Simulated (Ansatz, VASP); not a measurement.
HgTe: VASP beside Ansatz

Contents of POSCAR:

```
HgTe
1.0
    0.0000000000      3.3598747875      3.1824911740
    3.3598747875      0.0000000000      3.1824911740
    3.3598747875      3.3598747875      0.0000000000
Hg Te
1 1
Direct
    0.0000000000      0.0000000000      0.0000000000
    0.2500000000      0.2500000000      0.2500000000
```

Contents of INCAR.step1:

```
SYSTEM = HgTe
PREC = Accurate
ENCUT = 520
ISMEAR = -1
SIGMA = 0.02
LREAL = .FALSE.
LASPH = .TRUE.
NELM = 100
NBANDS = 16
GGA = PE
ALGO = Normal
EDIFF = 1E-4
LWAVE = .TRUE.
LCHARG = .FALSE.
```

The input INCAR.step2:

```
SYSTEM = HgTe
PREC = Accurate
ENCUT = 520
EDIFF = 1E-6
ISMEAR = -1
SIGMA = 0.02
LREAL = .FALSE.
LASPH = .TRUE.
NELM = 100
ALGO = Normal
ISIF = 2
LWAVE = .FALSE.
LCHARG = .FALSE.
METAGGA = R2SCAN
LMIXTAU = .TRUE.
NBANDS = 16
ISTART = 1
```

Contents of KPOINTS:

```
regular mesh
0
G
  6 6 6
  0 0 0
```

Input for Ansatz:

```yaml
crystal:
  lattice:
    - [0.0, 3.3598747875, 3.182491174]
    - [3.3598747875, 0.0, 3.182491174]
    - [3.3598747875, 3.3598747875, 0.0]
  atoms:
    - { symbol: Hg, position: [0.0, 0.0, 0.0] }
    - { symbol: Te, position: [0.25, 0.25, 0.25] }
kpoints:
  mp_grid: { grid: [6, 6, 6] }
  band_path:
    path:
      - [0.0, 0.0, 0.0]
      - [-0.5, -0.5, 0.0]
      - [-0.375, -0.375, 0.25]
      - [-0.375, 0.0, 0.375]
      - [0.0, 0.0, 0.5]
      - [-0.5, -0.25, 0.25]
      - [-0.029948, 0.0, -0.029948]
    npoints: 1
hamiltonian:
  xc: r2scan
scf:
  occupations: { method: fermi_dirac, width: 0.02 }
  n_extra_bands: 4
output:
  forces: true
  stress: true
  eigenvalues: true
```

Change from the starting cell: epitaxial_xy strain +2.1%.

Alike in both runs: task single point; functional r2SCAN; k mesh 6 × 6 × 6; occupations fermi-dirac, width 0.02 eV; no spin polarisation.

```csv
,VASP,Ansatz
version,VASP 6.6.1,Ansatz 0.2.0
potentials or method,"VASP PAW PBE potentials, release 64 (Hg, Te)","plane waves, PAW"
plane-wave cutoff (eV),520,500
valence electrons in the cell,18,36
```

Ansatz gave:

```
pressure (GPa)                                  : -0.5
largest component of the traceless stress (GPa) : 0.48
```

**Question.** Which values does VASP return?

**Answer.** Pressure (GPa): -0.4; largest component of the traceless stress (GPa): 0.48.

The two sets of potentials don't hold the same shells in valence.

Caveats: the PAW data sets were made with another functional, which shifts forces and pressure a little (VASP); spin-orbit coupling is left out, which moves the levels of the heavy elements.
